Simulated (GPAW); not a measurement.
# Ge (Fd-3m) in GPAW: notebook, part 2 of 2

GPAW 26.7.0.

## Step 5: Equation of state, mBEEF

The input, run.py:

```python
import spglib
from ase import Atoms
from ase.eos import EquationOfState
from ase.io import Trajectory, read
from ase.units import GPa
from gpaw import GPAW, PW

atoms = read('Ge.cif')
cell, positions, numbers = spglib.find_primitive(
    (atoms.cell[:], atoms.get_scaled_positions(), atoms.numbers), symprec=1e-4)
atoms = Atoms(numbers, cell=cell, scaled_positions=positions, pbc=True)

traj = Trajectory('eos.traj', 'w')
volumes, energies = [], []
for x in [0.94, 0.96, 0.98, 1.0, 1.02, 1.04, 1.06]:
    a = atoms.copy()
    a.set_cell(atoms.cell * x**(1 / 3), scale_atoms=True)
    calc = GPAW(mode=PW(600),
                xc='mBEEF',
                kpts={'size': (8, 8, 8), 'gamma': True},
                occupations={'name': 'fermi-dirac', 'width': 0.05},
                nbands=11,
                convergence={'density': 1e-05, 'energy': 1e-05},
                maxiter=150,
                txt=f'eos-{x:.2f}.txt')
    a.calc = calc
    energies.append(a.get_potential_energy(force_consistent=True))
    volumes.append(a.get_volume())
    p = -a.get_stress()[:3].mean() / GPa
    calc.write(f'eos-{x:.2f}.gpw')
    traj.write(a)
    print(f'{x:.2f} {volumes[-1]:10.4f} A^3 {energies[-1]:14.6f} eV {p:9.3f} GPa', flush=True)

v0, e0, B = EquationOfState(volumes, energies, eos='birchmurnaghan').fit()
print(f'V0 = {v0:.4f} A^3, E0 = {e0:.6f} eV, B0 = {B / GPa:.2f} GPa')
```

The input, Ge.cif:

```cif
data_Ge
_cell_length_a 5.65782000
_cell_length_b 5.65782000
_cell_length_c 5.65782000
_cell_angle_alpha 90.00000000
_cell_angle_beta 90.00000000
_cell_angle_gamma 90.00000000
_space_group_name_H-M_alt 'Fd-3m'
_space_group_name_Hall 'F 4d 2 3 -1d'
_space_group_IT_number 227
loop_
_space_group_symop_operation_xyz
'x,y,z'
'-y+1/4,x+1/4,z+1/4'
'-x,-y+1/2,z+1/2'
'y+3/4,-x+1/4,z+3/4'
'x,-y,-z'
'-y+1/4,-x+3/4,-z+3/4'
'-x,y+1/2,-z+1/2'
'y+3/4,x+3/4,-z+1/4'
'z,x,y'
'z+1/4,-y+1/4,x+1/4'
'z+1/2,-x,-y+1/2'
'z+3/4,y+3/4,-x+1/4'
'-z,x,-y'
'-z+3/4,-y+1/4,-x+3/4'
'-z+1/2,-x,y+1/2'
'-z+1/4,y+3/4,x+3/4'
'y,z,x'
'x+1/4,z+1/4,-y+1/4'
'-y+1/2,z+1/2,-x'
'-x+1/4,z+3/4,y+3/4'
'-y,-z,x'
'-x+3/4,-z+3/4,-y+1/4'
'y+1/2,-z+1/2,-x'
'x+3/4,-z+1/4,y+3/4'
'-x+1/4,-y+1/4,-z+1/4'
'y,-x,-z'
'x+1/4,y+3/4,-z+3/4'
'-y+1/2,x,-z+1/2'
'-x+1/4,y+1/4,z+1/4'
'y,x+1/2,z+1/2'
'x+1/4,-y+3/4,z+3/4'
'-y+1/2,-x+1/2,z'
'-z+1/4,-x+1/4,-y+1/4'
'-z,y,-x'
'-z+3/4,x+1/4,y+3/4'
'-z+1/2,-y+1/2,x'
'z+1/4,-x+1/4,y+1/4'
'z+1/2,y,x+1/2'
'z+3/4,x+1/4,-y+3/4'
'z,-y+1/2,-x+1/2'
'-y+1/4,-z+1/4,-x+1/4'
[... 89 lines left out ...]
'-z+1/4,x+1/4,y+1/4'
'-z,-y+1/2,x+1/2'
'z+3/4,-x+1/4,y+3/4'
'z,y,x'
'z+1/4,x+1/4,-y+1/4'
'z+1/2,-y+1/2,-x'
'-y+3/4,-z+1/4,-x+3/4'
'-x+1/2,-z,y+1/2'
'y+1/4,-z+3/4,x+3/4'
'x+1/2,-z+1/2,-y'
'y+3/4,z+1/4,-x+3/4'
'x,z+1/2,y+1/2'
'-y+1/4,z+3/4,x+3/4'
'-x,z,-y'
'x+1/2,y+1/2,z'
'-y+3/4,x+3/4,z+1/4'
'-x+1/2,-y,z+1/2'
'y+1/4,-x+3/4,z+3/4'
'x+1/2,-y+1/2,-z'
'-y+3/4,-x+1/4,-z+3/4'
'-x+1/2,y,-z+1/2'
'y+1/4,x+1/4,-z+1/4'
'z+1/2,x+1/2,y'
'z+3/4,-y+3/4,x+1/4'
'z,-x+1/2,-y+1/2'
'z+1/4,y+1/4,-x+1/4'
'-z+1/2,x+1/2,-y'
'-z+1/4,-y+3/4,-x+3/4'
'-z,-x+1/2,y+1/2'
'-z+3/4,y+1/4,x+3/4'
'y+1/2,z+1/2,x'
'x+3/4,z+3/4,-y+1/4'
'-y,z,-x'
'-x+3/4,z+1/4,y+3/4'
'-y+1/2,-z+1/2,x'
'-x+1/4,-z+1/4,-y+1/4'
'y,-z,-x'
'x+1/4,-z+3/4,y+3/4'
'-x+3/4,-y+3/4,-z+1/4'
'y+1/2,-x+1/2,-z'
'x+3/4,y+1/4,-z+3/4'
'-y,x+1/2,-z+1/2'
'-x+3/4,y+3/4,z+1/4'
'y+1/2,x,z+1/2'
'x+3/4,-y+1/4,z+3/4'
'-y,-x,z'
'-z+3/4,-x+3/4,-y+1/4'
'-z+1/2,y+1/2,-x'
'-z+1/4,x+3/4,y+3/4'
'-z,-y,x'
'z+3/4,-x+3/4,y+1/4'
'z,y+1/2,x+1/2'
'z+1/4,x+3/4,-y+3/4'
'z+1/2,-y,-x+1/2'
'-y+3/4,-z+3/4,-x+1/4'
'-x+1/2,-z+1/2,y'
'y+1/4,-z+1/4,x+1/4'
'x+1/2,-z,-y+1/2'
'y+3/4,z+3/4,-x+1/4'
'x,z,y'
'-y+1/4,z+1/4,x+1/4'
'-x,z+1/2,-y+1/2'
loop_
_atom_site_label
_atom_site_type_symbol
_atom_site_symmetry_multiplicity
_atom_site_Wyckoff_symbol
_atom_site_fract_x
_atom_site_fract_y
_atom_site_fract_z
_atom_site_occupancy
Ge1 Ge 8 a 0.2500000000 0.2500000000 0.2500000000 1
```

Potentials or basis: GPAW PAW data sets (gpaw-data 1.2.1), pw.

Launch:

```
OMP_NUM_THREADS=1 python run.py
```

Run time: 3.7 min. Hardware: 1 thread of Arm Neoverse V2, shared host; peak memory 0.43 GiB.

Results (log left out):

* Equilibrium volume: 22.84 Å³/atom (rough: see the caveat)
* Bulk modulus: 72 GPa (rough)

Energy against volume, from the lowest point:
```csv
volume (Å³/atom),energy (meV/atom)
21.281,27.32
21.733,12.97
22.186,4.02
22.639,0.00
23.092,0.25
23.545,4.28
23.997,11.57
```

Caveat: the points scatter about the fit; the PAW data sets were made with another functional, which shifts forces and pressure a little.

## Step 6: Summary

```tsv
task	level	potentials or basis	spin	k mesh	band path	band points	spin axis theta (degrees)	spin axis phi (degrees)	V0 of scaled cells (Å³/atom)	B0 (GPa)
band structure	r2SCAN	GPAW PAW data sets (gpaw-data 1.2.1), pw	SOC, no magnetisation	6 × 6 × 6	GXWKGLUWLK,UX	80	0	0	-	-
equation of state	PBEsol+D3	PAW data sets generated in the run's folder for this functional, pw	off	8 × 8 × 8	-	-	-	-	22.72	69
equation of state	PBEsol	PAW data sets generated in the run's folder for this functional, pw	off	8 × 8 × 8	-	-	-	-	22.96	67
equation of state	mBEEF	GPAW PAW data sets (gpaw-data 1.2.1), pw	off	8 × 8 × 8	-	-	-	-	-	-
```

Alike in all rows: cell as given; cutoff (eV) 600; smearing fermi-dirac 0.05 eV.

Caveats: the PAW data sets were made with another functional, which shifts forces and pressure a little (some runs); spin-orbit coupling was added after a scalar SCF, so levels and gaps hold it while energy, forces, pressure and moments don't (some runs); this program's spin-orbit splittings come out too wide for heavy elements (some runs); the points scatter about the fit (some runs).

Total energies depend on the potentials used, so only differences within one code and one set of settings carry meaning.

## Step 7: Against experiment

Step 2. Against the measured gap of Ge, 0.666 eV (indirect; 293 K; “Electronic and optical properties of SixGe1-x-ySny alloys lattice-matched to Ge”, 2021, arxiv:2109.02782), the calculated 0.36 eV is off by -0.30 eV. 3 values of this kind are on record (0.666 to 0.807 eV); this one was drawn at random among those near their median. The value is that of r2SCAN, without temperature or zero-point motion.

Step 3. A measured bulk modulus of Ge is 75.8 GPa (quoted in “Sub-monolayer structures of Ag overlayers on Ge(111): experimental observations and first-principles study”, 2019, arxiv:1908.00180); the calculated 69 GPa misses it by -8.5 %. The fit is for a static lattice scaled at fixed shape and fixed fractional positions. The cell as given is a measured one (22.64 Å³/atom); PBEsol+D3 puts the equilibrium volume +0.3 % from it, thermal expansion not counted.

Step 4. Against the measured bulk modulus of Ge, 75.8 GPa (quoted in “Sub-monolayer structures of Ag overlayers on Ge(111): experimental observations and first-principles study”, 2019, arxiv:1908.00180), the calculated 67 GPa is off by -11.4 %. The fit is for a static lattice scaled at fixed shape and fixed fractional positions. The cell as given is a measured one (22.64 Å³/atom); PBEsol puts the equilibrium volume +1.4 % from it, thermal expansion not counted.
